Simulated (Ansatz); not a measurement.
Input of an Ansatz 0.2.0 run:

The input input.yaml:

```yaml
crystal:
  lattice:
    - [-1.3843987196, 1.3843987196, 2.3112238365]
    - [1.3843987196, -1.3843987196, 2.3112238365]
    - [1.3843987196, 1.3843987196, -2.3112238365]
  atoms:
    - { symbol: Ga, position: [0.0, 0.0, 0.0] }
kpoints:
  mp_grid: { grid: [13, 13, 13] }
scf:
  occupations: { method: fermi_dirac, width: 0.05 }
hamiltonian:
  xc: pbesol
  pseudopotentials: { kind: all_electron, lapw: { basis_error: 0.001 } }
output:
  forces: true
  stress: true
  eigenvalues: true
```

Potentials or basis: all-electron LAPW, scalar-relativistic.

The run is started by

```console
$ ansatz run input.yaml --threads 1 --pin off --max-ram 3072MiB --backend cpu --events-out ev --progress --plain --runs-dir out
```

Question: Estimate the band gap on the k mesh.

Answer: None (metal or under the smearing width).

Question: Predict the pressure.

Answer: -0.3 GPa.

Stress tensor (GPa, compression positive):
```
-0.22  0.00  0.00
 0.00 -0.22  0.00
 0.00  0.00 -0.40
```
